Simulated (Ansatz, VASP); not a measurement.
**BAs (honeycomb BAs, 2 layers, AB stacking): VASP beside Ansatz**

Wanted: the spread between two codes on one cell, functional and k mesh. Of the first pair: The structure shown is the start of the Ansatz relaxation below; VASP solves that cell, so the two are compared at the walk's first step.

Calculated with Ansatz 0.2.0; plane waves, with VASP 6.6.1 beside it; single point at PBE with D3(BJ).

### 1. Set-up

The cell holds 4 atoms: 2 As and 2 B. Its edges and angles: a = 3.390 Å, b = 3.390 Å, c = 19.300 Å, α = 90.0°, β = 90.0°, γ = 120.0°. Vacuum lies along c.

### 2. Ansatz: relaxation, PBE with D3(BJ)

Ansatz runs on its default PAW (the set named soft_2) files.

The two programs are compared at the cell with which this relaxation starts, whose forces are those of its first step.

File input.yaml:

```yaml
crystal:
  lattice:
    - [3.39, 0.0, 0.0]
    - [-1.695, 2.9358261188, 0.0]
    - [0.0, 0.0, 19.3]
  atoms:
    - { symbol: As, position: [0.6666666667, 0.3333333333, 0.414507772] }
    - { symbol: B, position: [0.3333333333, 0.6666666667, 0.414507772] }
    - { symbol: As, position: [0.0, 0.0, 0.585492228] }
    - { symbol: B, position: [0.6666666667, 0.3333333333, 0.585492228] }
kpoints:
  mp_grid: { grid: [12, 12, 1] }
hamiltonian:
  xc: pbe
  dispersion: d3bj
scf:
  occupations: { method: fermi_dirac, width: 0.05 }
  convergence: { dr2_threshold: 1.0e-08 }
efield:
  axis: 3
  dipole_correction: true
  ramp_position: 0.97
  ramp_width: 0.04
relax:
  f_tol: 0.01
  cell: { fix: [c, alpha, beta] }
output:
  write_potential: true
  write_density: true
  volumetric_format: npy
```

On the command line:

```sh
ansatz run input.yaml --threads 4 --pin off --max-ram 8192MiB --backend cpu --events-out ev --progress --plain --runs-dir out
```

Numbers of over 12 decimals in the logs are rounded to 6 here.

Output:

```text
Warning: relax.cell: scf.convergence.dr2_threshold = 1e-8 eV is looser than the 4e-10 eV advised for a relaxation that steers and ends on the stress (1e-10 eV for each atom of the cell: 4). What an SCF threshold leaves in a stress goes as its square root, and in the free energy as the threshold itself, and one threshold admits the most on a small cell: [figures from the program's tests cut] Set scf.convergence.dr2_threshold to 4e-10 eV or tighter. The threshold is an SCF's pass mark: one that does not reach it within its budget of iterations ends unconverged, or closes short of it on a stop that the run arms, and scf.convergence.dr2_threshold's page says what that costs each kind of run
Engine: ansatz 0.2.0, aarch64-unknown-linux-gnu
Pseudopotentials: kind: paw
Pseudopotential: As, paw, valence charge 15, recommended cutoff 420 eV (normal), As.paw.azcp
Pseudopotential: B, paw, valence charge 3, recommended cutoff 420 eV (normal), B.paw.azcp
Functional definition: PBE
  parameter kappa = 0.804
  parameter beta = 0.066725
  exchange = pbe_x(kappa = kappa, mu = beta*pi^2/3)
  correlation = pbe_c(beta = beta)
Crystal: 4 atoms, lattice volume = 192.082 Å³
Basis set: ecut = 420 eV, 3761 PW (Γ), exchange–correlation on 48×48×270 points (8 copies of the dense FFT grid, shifted against one another)
Bands: 22, of which v1, the nominal top of the filled ones, is band 18 counted from 1 (17 counted from 0)
Symmetry: 6 space group operations
Space group: P3m1 (ITA 156), of the structure as read, at distance tolerance 5.8e-5 Å
k-points: 19 of 144 (time reversal used)
Non-local potential: As, projectors of the file, l = 0: 2, l = 1: 2, l = 2: 3, l = 3: 1
Non-local potential: B, projectors of the file, l = 0: 2, l = 1: 2, l = 2: 1
PAW form: soft (Blöchl's): semilocal exchange-correlation on the pseudo side does not see the compensation charge
PAW one-centre angular grid: As, 590 points (default); XC on 64 Gauss nodes
PAW one-centre angular grid: B, 110 points (default); XC on 64 Gauss nodes
Initial density: superposition of atomic densities (neutral atoms: chi_scale 0, normalization atom), corrected by the library's trained network
Initial wavefunctions: pseudopotential atomic-orbital guess
Functional: x = pbe(κ = 0.804, μ = 0.219515), c = pbe(β = 0.066725)
SCF iter   1: F=—  HF=-10023.360758 eV  |F-HF|=—  |Δ(HF+E_count)|=         —  Δρ=2.21e-3  dr2=1.74e-2  ethr=1.77e-3  p=-0.000 e·Å  D=-3.00e-5 V/Å  ΔV_dip=0.00 eV  dr2_dipole=2.63e-3  V_vac-E_F(+/−)=4.63/4.63 eV  ⟨swp⟩=6.5  Hψ=2120  notcnv=0
efield: sawtooth ramp at fractional position 0.9700 (set: `efield.ramp_position`, or a place that a band, a saddle search or an elastic batch's reference lends), width 0.0400; the density the first Hamiltonian is built on has a dipole p = -0.000 e·Å; the dipole correction subtracts the counter field D = -3.00e-5 V/Å, which shifts the + side's vacuum level by +0.00 eV against the − side's; the planar-averaged density in the ramp window peaks in size at 4.7e-5 e/Å³
preconditioner: auto → none  [insulator: Δε(μ)=0.707 eV  Ē_g=9.527 eV  σ=0.050 eV  W_gap=1.00  n_scr=12 (ndim 8)  ℏωp=10.7 eV  f_vac=0.625  D(μ)=0.00/eV (n_scr^D=0)  ε∞_Penn≈2.3]
SCF iter   2: F=—  HF=-10023.366131 eV  |F-HF|=—  |Δ(HF+E_count)|=   5.37e-3  Δρ=1.32e-3  dr2=3.43e-2  ethr=4.83e-5  p=-0.037 e·Å  D=-3.52e-2 V/Å  ΔV_dip=0.68 eV  dr2_dipole=1.41e-2  V_vac-E_F(+/−)=5.06/4.38 eV  ⟨swp⟩=2.8  Hψ=806  notcnv=0
SCF iter   3: F=—  HF=-10023.360948 eV  |F-HF|=—  |Δ(HF+E_count)|=   5.18e-3  Δρ=7.34e-4  dr2=7.71e-3  ethr=4.83e-5  p=0.000 e·Å  D=4.01e-4 V/Å  ΔV_dip=-0.01 eV  dr2_dipole=3.03e-3  V_vac-E_F(+/−)=4.67/4.67 eV  ⟨swp⟩=2.9  Hψ=763  notcnv=0
SCF iter   4: F=—  HF=-10023.359687 eV  |F-HF|=—  |Δ(HF+E_count)|=   1.26e-3  Δρ=3.35e-4  dr2=4.58e-4  ethr=2.14e-5  p=-0.009 e·Å  D=-8.73e-3 V/Å  ΔV_dip=0.17 eV  dr2_dipole=1.08e-4  V_vac-E_F(+/−)=4.76/4.59 eV  ⟨swp⟩=1.5  Hψ=573  notcnv=0
SCF iter   5: F=—  HF=-10023.359778 eV  |F-HF|=—  |Δ(HF+E_count)|=   9.12e-5  Δρ=1.29e-4  dr2=5.91e-5  ethr=1.27e-6  p=-0.011 e·Å  D=-1.04e-2 V/Å  ΔV_dip=0.20 eV  dr2_dipole=2.32e-6  V_vac-E_F(+/−)=4.80/4.60 eV  ⟨swp⟩=2.0  Hψ=519  notcnv=0
SCF iter   6: F=—  HF=-10023.359803 eV  |F-HF|=—  |Δ(HF+E_count)|=   2.50e-5  Δρ=3.38e-5  dr2=1.33e-6  ethr=1.64e-7  p=-0.011 e·Å  D=-1.07e-2 V/Å  ΔV_dip=0.21 eV  dr2_dipole=3.72e-8  V_vac-E_F(+/−)=4.80/4.59 eV  ⟨swp⟩=2.0  Hψ=519  notcnv=0
SCF iter   7: F=—  HF=-10023.359799 eV  |F-HF|=—  |Δ(HF+E_count)|=   4.04e-6  Δρ=1.14e-5  dr2=2.28e-7  ethr=3.68e-9  p=-0.011 e·Å  D=-1.06e-2 V/Å  ΔV_dip=0.20 eV  dr2_dipole=5.41e-9  V_vac-E_F(+/−)=4.80/4.59 eV  ⟨swp⟩=2.8  Hψ=930  notcnv=0
[...]
SCF iter   7: F=—  HF=-10023.404670 eV  |F-HF|=—  |Δ(HF+E_count)|=   7.51e-7  Δρ=5.77e-6  dr2=3.17e-8  ethr=1.92e-9  p=-0.006 e·Å  D=-5.51e-3 V/Å  ΔV_dip=0.11 eV  dr2_dipole=8.75e-11  V_vac-E_F(+/−)=4.66/4.55 eV  ⟨swp⟩=2.3  Hψ=602  notcnv=0
SCF iter   8: F=-10023.404670 eV  HF=-10023.404670 eV  |F-HF|=3.80e-10  |Δ(HF+E_count)|=   3.49e-8  Δρ=9.67e-7  dr2=9.09e-10  ethr=2.78e-11  p=-0.006 e·Å  D=-5.50e-3 V/Å  ΔV_dip=0.11 eV  dr2_dipole=3.14e-12  V_vac-E_F(+/−)=4.66/4.55 eV  ⟨swp⟩=8.3  Hψ=2509  notcnv=0
SCF 3 converged in 8 iterations: F = -10023.404670 eV  dr2 = 9.09e-10
relax step   3: F+E_penalty+E_count = -10023.40466988 eV  Δ(F+E_penalty+E_count) = -1.885e-3 eV  max|allowed force component| = 5.155e-3 eV/Å  Δτ_max = 0.0301 Å  P = +0.010 GPa  Ω = 189.906 Å³  energy of the carried Pulay correction = +3.943e-4 eV  fix = [c, alpha, beta]  reactions: c -0.021 GPa  (8 SCF iters, accepted)
Initial wavefunctions: pseudopotential atomic-orbital guess (no wavefunctions were taken with the density)
iter 1 solved again at ethr=9.22e-8 eV; its pass at ethr=3.10e-3 eV (dr2=3.32e-5 eV) is discarded
SCF iter   1: F=—  HF=-10023.404304 eV  |F-HF|=—  |Δ(HF+E_count)|=         —  Δρ=1.10e-5  dr2=2.60e-8  ethr=9.22e-8  p=-0.006 e·Å  D=-5.50e-3 V/Å  ΔV_dip=0.11 eV  dr2_dipole=5.00e-13  V_vac-E_F(+/−)=4.66/4.55 eV  ⟨swp⟩=4.4  Hψ=3571  notcnv=0
efield: sawtooth ramp at fractional position 0.9700 (set: `efield.ramp_position`, or a place that a band, a saddle search or an elastic batch's reference lends), width 0.0400; the density the first Hamiltonian is built on has a dipole p = -0.006 e·Å; the dipole correction subtracts the counter field D = -5.50e-3 V/Å, which shifts the + side's vacuum level by +0.11 eV against the − side's; the planar-averaged density in the ramp window peaks in size at 4.2e-7 e/Å³
preconditioner: auto → none  [insulator: Δε(μ)=0.651 eV  Ē_g=9.606 eV  σ=0.050 eV  W_gap=1.00  n_scr=12 (ndim 8)  ℏωp=10.8 eV  f_vac=0.605  D(μ)=0.00/eV (n_scr^D=0)  ε∞_Penn≈2.3]
SCF iter   2: F=—  HF=-10023.404295 eV  |F-HF|=—  |Δ(HF+E_count)|=   9.23e-6  Δρ=5.75e-6  dr2=9.68e-9  ethr=2.78e-11  p=-0.006 e·Å  D=-5.50e-3 V/Å  ΔV_dip=0.11 eV  dr2_dipole=4.56e-11  V_vac-E_F(+/−)=4.66/4.55 eV  ⟨swp⟩=8.4  Hψ=3146  notcnv=0
SCF iter   3: F=-10023.404295 eV  HF=-10023.404295 eV  |F-HF|=1.76e-9  |Δ(HF+E_count)|=   4.85e-8  Δρ=1.92e-6  dr2=3.49e-9  ethr=2.69e-11  p=-0.006 e·Å  D=-5.50e-3 V/Å  ΔV_dip=0.11 eV  dr2_dipole=5.89e-10  V_vac-E_F(+/−)=4.66/4.55 eV  ⟨swp⟩=6.1  Hψ=2542  notcnv=0
SCF 4 converged in 3 iterations: F = -10023.404295 eV  dr2 = 3.49e-9
relax step   4: F+E_penalty+E_count = -10023.40429491 eV  Δ(F+E_penalty+E_count) = +3.750e-4 eV  max|allowed force component| = 5.157e-3 eV/Å  Δτ_max = 0.0000 Å  P = +0.008 GPa  Ω = 189.906 Å³  fix = [c, alpha, beta]  reactions: c -0.023 GPa  stress off target by 2.28e-2 GPa on what of the cell is left free  SCF on the basis re-selected at this cell (its energy is not comparable with the rows above)  (3 SCF iters)
basis re-selected at this cell: Δ(F+E_penalty+E_count) = +3.750e-4 eV, ΔP = -0.002 GPa vs the last step (what re-selecting the basis moved, of the pressure what is left beyond the Pulay correction that the steps carried, after the strain that the cell walked since its last selection, with what the two solves' SCF thresholds leave and, on support functions, any second-order correction that the steps lacked; it is no m [...]
WARN: The output density's exchange-correlation potential varies sharply where the density is thin. Do not read a vacuum level from v_tot or v_xc, or from such a field of the output density. On a cell that repeats whose density bears no net charge and no dipole along the vacuum's axis use v_es (v_loc + v_h of the components); under efield.dipole_correction with no amplitude use v_es + v_field, which holds any externa [...]
SCF converged after 3 iterations
Free energy (F): -10023.404295 eV
Harris-Foulkes:  -10023.404295 eV  (|F-HF|=1.76e-9)
Internal energy: -10023.404260 eV  (E = F + TS)
E sigma→0 (E₀):  -10023.404277 eV
Entropy (-TS):   -0.000035 eV (-0.009 meV/atom)
Fermi energy:    -0.099307 eV
Dipole field:    D = -0.005530 V/Å  (p = -0.005804 e·Å, saw-weighted, corrected)
Work function:   Φ+ = 4.6610 eV   Φ− = 4.5543 eV
Levels:          The Fermi level and band energies are counted from a zero that moves with the ramp; work functions are not
--- Per-component energies (eV) ---
  E_band       = -822.709368
  E_kinetic    = 299.683498
  E_local      = -21043.397433  (includes V_loc(G=0)·N_el)
  E_nonlocal   = -1315.084857
  E_hartree    = 10506.420218
  E_xc         = -219.945360
  E_vxc        = -231.224095  (∫ρ·V_xc dr)
  E_paw        = -3830.298797  (= ΣΔE_a)
  E_vpaw       = 454.432532  (= ΣTr[D̂ρ^β])
  E_aug_tail   = 0.000008  (compensation charges beyond the density's cutoff)
  E_efield     = 0.000016  (sawtooth field / dipole correction)
  E_vefield    = 0.041738  (∫n·V_field dr)
  E_ewald      = 5579.969532
  E_disp       = -0.751083  (pairwise vdW)
  E_smearing   = -0.000035  (= −TS)
  E_closure    = 0.000000  (closes the sum)
  Σ components = -10023.404295   (vs F -10023.404295, Δ=0.00e0)
--- Forces (eV/Å), atoms counted from 1 ---
  atom   1  As     0.00000000    -0.00000000     0.00147518
  atom   2  B      0.00000000     0.00000000     0.00398245
  atom   3  As     0.00000000    -0.00000000    -0.00515080
  atom   4  B      0.00000000     0.00000000    -0.00028128
  max |Σ_I F_I| component: 2.55e-5 eV/Å
--- Stress (GPa, compression-positive) ---
        0.022817      -0.000000       0.000000
       -0.000000       0.022817       0.000000
        0.000000       0.000000      -0.022855
  P = ⅓ Tr σ = 0.0076 GPa (0.076 kbar)
--- Band table (eV; the first three rows and the last of 19) ---
  k-point 0: bands = [... 14 lower, -2.0094, -2.0094, -1.8764, -1.8764, 3.2583, 3.3608, 3.5848, 3.9792]
  k-point 1: bands = [... 14 lower, -2.6513, -2.5053, -2.2261, -2.0851, 3.3861, 3.4931, 3.7021, 4.0901]
  k-point 2: bands = [... 14 lower, -3.8770, -3.2405, -2.7250, -2.5717, 3.1493, 3.3949, 3.7775, 4.4208]
  k-point 18: bands = [... 14 lower, -6.5254, -6.3924, -0.8543, -0.4288, 0.2218, 0.7349, 5.7069, 6.0990]
--- Relaxed structure (3 steps of the walk, 3 accepted, 1 SCFs on fresh bases) ---
  F+E_penalty+E_count = -10023.40429491 eV   max|allowed force component| = 5.157e-3 eV/Å   (the final SCF, on the basis selected at the relaxed cell)
  cell:  # Å, volume = 189.9055 Å³
    - [3.370737, 0.0, 0]
    - [-1.685368, 2.919143, 0]
    - [0, 0, 19.3]
  atoms:
    - { symbol: As, position: [0.666667, 0.333333, 0.407262] }
    - { symbol: B, position: [0.333333, 0.666667, 0.404636] }
    - { symbol: As, position: [2.5613515536156895e-17, -9.251858538489117e-17, 0.595301] }
    - { symbol: B, position: [0.666667, 0.333333, 0.592801] }
```

### 3. VASP: single point, PBE with D3(BJ), start cell, pair 1

The same cell, functional, mesh and smearing now go to VASP, with its own data sets.

Lines of VASP's logs that name or quote its potential files are left out, and so is its time.

File INCAR:

```
SYSTEM = BAs
PREC = Accurate
ENCUT = 420
EDIFF = 1E-06
NELM = 120
ISMEAR = -1
SIGMA = 0.05
LREAL = .FALSE.
ALGO = Normal
GGA = PE
IVDW = 12
NBANDS = 14
LORBIT = 11
LWAVE = .FALSE.
LCHARG = .FALSE.
ISIF = 2
LDIPOL = .TRUE.
IDIPOL = 3
DIPOL = 0.5 0.5 0.5
LVHAR = .TRUE.
LASPH = .TRUE.
GGA_COMPAT = .FALSE.
EFERMI = MIDGAP
NELMDL = -8
```

File POSCAR:

```
BAs
1.0
    3.3900000000      0.0000000000      0.0000000000
   -1.6950000000      2.9358260000      0.0000000000
    0.0000000000      0.0000000000     19.3000000000
As B
2 2
Direct
    0.6666667234      0.3333334469      0.4145077720
    0.0000000567      0.0000001136      0.5854922280
    0.3333333901      0.6666667802      0.4145077720
    0.6666667234      0.3333334469      0.5854922280
```

File KPOINTS:

```
Automatic mesh
0
Gamma
12 12 1
0 0 0
```

Potentials, in the order of the species: As and B (PBE family, release 64).

On the command line:

```sh
mpirun -np 1 vasp_std
```

Output:

```text
[banner, memory and clock lines left out]
running    1 mpi-ranks, on    1 nodes
 distrk:  each k-point on    1 cores,    1 groups
 distr:  one band on    1 cores,    1 groups

 POSCAR found type information on POSCAR AsB
 POSCAR found :  2 types and       4 ions
 LDA part: xc-table for (Slater+PW92), standard interpolation
 POSCAR, INCAR and KPOINTS ok, starting setup
 FFT: planning ... GRIDC
 FFT: planning ... GRID_SOFT
 FFT: planning ... GRID
 WAVECAR not read
 entering main loop
       N       E                     dE             d eps       ncg     rms          rms(c)
DAV:   1     0.851642089973E+02    0.85164E+02   -0.47913E+03   532   0.706E+02
DAV:   2    -0.131877900142E+02   -0.98352E+02   -0.90124E+02   770   0.145E+02
DAV:   3    -0.222306375557E+02   -0.90428E+01   -0.89064E+01   702   0.521E+01
DAV:   4    -0.224431523676E+02   -0.21251E+00   -0.21213E+00   734   0.899E+00
DAV:   5    -0.224481252395E+02   -0.49729E-02   -0.49680E-02   714   0.131E+00
DAV:   6    -0.224483145211E+02   -0.18928E-03   -0.18921E-03   740   0.261E-01
DAV:   7    -0.224483240290E+02   -0.95080E-05   -0.95077E-05   712   0.522E-02
DAV:   8    -0.224483243662E+02   -0.33719E-06   -0.33708E-06   712   0.986E-03    0.691E+00
DAV:   9    -0.213186167402E+02    0.11297E+01   -0.20405E+00   706   0.839E+00    0.346E+00
DAV:  10    -0.212027128575E+02    0.11590E+00   -0.32663E-01   730   0.346E+00    0.154E+00
DAV:  11    -0.211692725935E+02    0.33440E-01   -0.98276E-02   712   0.179E+00    0.309E-01
DAV:  12    -0.211682980528E+02    0.97454E-03   -0.50348E-03   718   0.463E-01    0.204E-01
DAV:  13    -0.211674775243E+02    0.82053E-03   -0.10137E-03   714   0.232E-01    0.581E-02
DAV:  14    -0.211670317424E+02    0.44578E-03   -0.58496E-04   688   0.139E-01    0.696E-02
[...]
DAV:  18    -0.211675710624E+02   -0.25908E-04   -0.17145E-05   658   0.271E-02    0.581E-03
DAV:  19    -0.211676033963E+02   -0.32334E-04   -0.97374E-06   664   0.158E-02    0.498E-03
DAV:  20    -0.211676296893E+02   -0.26293E-04   -0.14690E-06   630   0.624E-03    0.320E-03
DAV:  21    -0.211676620710E+02   -0.32382E-04   -0.19812E-06   592   0.563E-03    0.874E-04
DAV:  22    -0.211676789078E+02   -0.16837E-04   -0.62987E-07   606   0.341E-03    0.116E-03
DAV:  23    -0.211676888505E+02   -0.99428E-05   -0.54183E-07   510   0.221E-03    0.514E-04
DAV:  24    -0.211676910562E+02   -0.22056E-05   -0.10294E-07   512   0.120E-03    0.262E-04
DAV:  25    -0.211676914416E+02   -0.38542E-06   -0.23722E-08   500   0.507E-04
   1 F= -.21958741E+02 E0= -.21958704E+02  d E =-.735504E-04
```

From OUTCAR (step 3):

```text
ion  position               nearest neighbor table
   1  0.667  0.333  0.415-   3 1.96   3 1.96   3 1.96
   2  0.000  0.000  0.585-   4 1.96   4 1.96   4 1.96
   3  0.333  0.667  0.415-   1 1.96   1 1.96   1 1.96
   4  0.667  0.333  0.585-   2 1.96   2 1.96   2 1.96

  LATTYP: Found a hexagonal cell.
 ALAT       =     3.3900000000
 C/A-ratio  =     5.6932153392

 Subroutine GETGRP returns: Found  6 space group operations
 (whereof  6 operations were pure point group operations)

The static configuration has the point symmetry C_3v.

 Found     19 irreducible k-points:

   k-points           NKPTS =     19   k-points in BZ     NKDIM =     19   number of bands    NBANDS=     14

   dimension x,y,z NGX =    24 NGY =   24 NGZ =  140
   dimension x,y,z NGXF=    48 NGYF=   48 NGZF=  280

   ENCUT  =  420.0 eV  30.87 Ry    5.56 a.u.   5.66  5.66 32.25*2*pi/ulx,y,z

   NELECT =      16.0000    total number of electrons

 k-points in reciprocal lattice and weights: Automatic mesh
   0.00000000  0.00000000  0.00000000       0.007
   0.08333333  0.00000000  0.00000000       0.042
   0.16666667  0.00000000  0.00000000       0.042
   0.25000000  0.00000000  0.00000000       0.042
   0.33333333  0.00000000  0.00000000       0.042
   0.41666667  0.00000000  0.00000000       0.042
   0.50000000  0.00000000  0.00000000       0.021
   0.08333333  0.08333333  0.00000000       0.042
   0.16666667  0.08333333  0.00000000       0.083
[...]
0.33333333  0.25000000  0.00000000       0.083
   0.33333333  0.33333333  0.00000000       0.014

 dipolmoment           0.000000      0.000000      0.011155 electrons x Angstroem

 average (electrostatic) potential at core
       1 -56.6601       2 -56.3793       3 -35.0860       4 -35.0286

 E-fermi :  -1.6321

 k-point     1 :       0.0000    0.0000    0.0000
  band No.  band energies     occupation
    ...
      4      -4.7583      2.00000
      5      -3.5741      2.00000
      6      -3.5741      2.00000
      7      -3.3853      2.00000
      8      -3.3853      2.00000
      9       1.5039      0.00000
     10       1.8606      0.00000
     11       2.0172      0.00000
     12       2.5885      0.00000
     13       2.7049      0.00000
    ...

 k-point     2 :       0.0833    0.0000    0.0000
  band No.  band energies     occupation
    ...
      4      -4.6587      2.00000
      5      -4.2276      2.00000
      6      -4.0034      2.00000
      7      -3.7946      2.00000
      8      -3.5826      2.00000
      9       1.6954      0.00000
     10       2.0152      0.00000
     11       2.1383      0.00000
     12       2.6987      0.00000
     13       2.9299      0.00000
    ...

 k-point     3 :       0.1667    0.0000    0.0000
  band No.  band energies     occupation
    ...
      4      -5.6375      2.00000
      5      -5.3552      2.00000
      6      -4.3442      2.00000
      7      -4.2960      2.00000
      8      -4.0505      2.00000
      9       1.4140      0.00000
     10       1.8478      0.00000
     11       2.4284      0.00000
     12       3.0065      0.00000
     13       3.5533      0.00000
    ...

 Edisp (eV)   -0.79105

  Total      -0.72722    -0.72722     0.80529     0.00000     0.00000     0.00000
  in kB      -6.06584    -6.06584     6.71700     0.00000     0.00000     0.00000
  external pressure =       -1.80 kB  Pullay stress =        0.00 kB

  energy-cutoff  :      420.00
  volume of cell :      192.08
      direct lattice vectors                 reciprocal lattice vectors
     3.390000000  0.000000000  0.000000000     0.294985251  0.170309821  0.000000000
    -1.695000000  2.935826000  0.000000000     0.000000000  0.340619642  0.000000000
     0.000000000  0.000000000 19.300000000     0.000000000  0.000000000  0.051813472

 POSITION                                       TOTAL-FORCE (eV/Angst)
 -----------------------------------------------------------------------------------
      1.69500      0.97861      8.00000         0.000000     -0.000000     -0.059044
     -0.00000      0.00000     11.30000        -0.000000      0.000000      0.253339
      0.00000      1.95722      8.00000        -0.000000     -0.000000     -0.190201
      1.69500      0.97861     11.30000         0.000000      0.000000     -0.004093
 -----------------------------------------------------------------------------------
    total drift:                                0.000001     -0.000143      0.000037

  FREE ENERGIE OF THE ION-ELECTRON SYSTEM (eV)
  ---------------------------------------------------
  free  energy   TOTEN  =       -21.9587410957 eV

  energy  without entropy=      -21.9586675453  energy(sigma->0) =      -21.95870432

 vacuum level on the upper side and lower side of the slab         3.164         2.961

 total charge
# of ion       s       p       d       tot
------------------------------------------
    1        1.170   1.690   0.073   2.934
    2        1.165   1.712   0.071   2.948
    3        0.680   1.157   0.000   1.837
    4        0.684   1.144   0.000   1.828
--------------------------------------------------
tot          3.699   5.703   0.144   9.546

[... 3 further parts left out ...]
```

(Part 1 of 2 ends here.)

[Lines on the potential files, build, host, timing and source positions are cut from VASP's logs without a mark.]

[Logs are printed without paths, hosts, clocks, repeated set-up lines and the standing remarks that a program may print on its own settings, such as how far it seeks lower states.]

[Hosts, paths, dates, database ids (printed as entryN), source tags and the programs' standing remarks are cut or masked in the printed files.]
